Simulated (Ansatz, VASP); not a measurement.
Pb: VASP beside Ansatz

```xyz
3
Lattice="5.6802 0.0000 0.0000 -2.8401 4.9192 0.0000 0.0000 0.0000 3.4471" Properties=species:S:1:pos:R:3 pbc="T T T"
Pb    0.0000    0.0000    0.0000
Pb    0.0000    3.2795    1.7236
Pb    2.8401    1.6397    1.7236
```

Alike in both runs: functional PBE; k mesh 9 × 9 × 14; occupations gaussian, width 0.1 eV; no spin polarisation.

Ansatz relaxed the structure, and its values are those at the end. VASP's run is a single point on that final structure, the one shown.

```csv
,VASP,Ansatz
version,VASP 6.6.1,Ansatz 0.2.0
potentials or method,"VASP PAW PBE potentials, release 64 (Pb_d)","scalar-relativistic, plane waves, PAW"
plane-wave cutoff (eV),520,420
valence electrons in the cell,42,42
```

VASP gave:

| Property | Result |
| --- | --- |
| gap on the k mesh at the Fermi level (eV) | none |
| pressure (GPa) | -0.1 |

What did Ansatz give for the same quantities?

gap on the k mesh at the Fermi level (eV): none; pressure (GPa): 0.0.

A gap of «none» marks a metal or a gap that the smearing closes. The functional is the same, so the differences come from potentials, cutoffs and numerics.

Spin-orbit coupling is left out, which matters for the levels of Pb.
